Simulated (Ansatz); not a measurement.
# Cu2O (Cuprite) in Ansatz: the effect of functional

Cu2O (Cuprite):

```
Cu O
1.0
     4.34355    0.00000    0.00000
     0.00000    4.34355    0.00000
     0.00000    0.00000    4.34355
Cu O
4 2
Direct
  0.75000 0.25000 0.75000
  0.75000 0.75000 0.25000
  0.25000 0.75000 0.75000
  0.25000 0.25000 0.25000
  0.50000 0.50000 0.50000
  0.00000 0.00000 0.00000
```

The cell isn't the ideal one: volume scaled by 1.06.

Alike in all runs:

```yaml
Program: Ansatz 0.2.0
Task: single point
Potentials_or_basis: Ansatz PAW
k_mesh: 6 × 6 × 6
Occupations: fermi-dirac, width 0.05 eV
Spin: no spin polarisation
```

```csv
functional,cutoff,gap on the mesh (eV),pressure (GPa)
PBEsol,420 eV (not typed: the program's choice for these potentials),0.37,-9.1
LDA,420 eV (not typed: the program's choice for these potentials),0.41,-13.7
r2SCAN,500 eV (not typed: the program's choice for these potentials),?,?
```

What does the run with functional r2SCAN give?

gap on the mesh 0.65 eV; pressure -7.4 GPa.

Caveats: the PAW data sets come from PBE, with cores solved anew for the run's functional, which leaves a small shift of forces and pressure.

A k mesh can miss the band edges.

Runs at the PBE level aren't shown here.
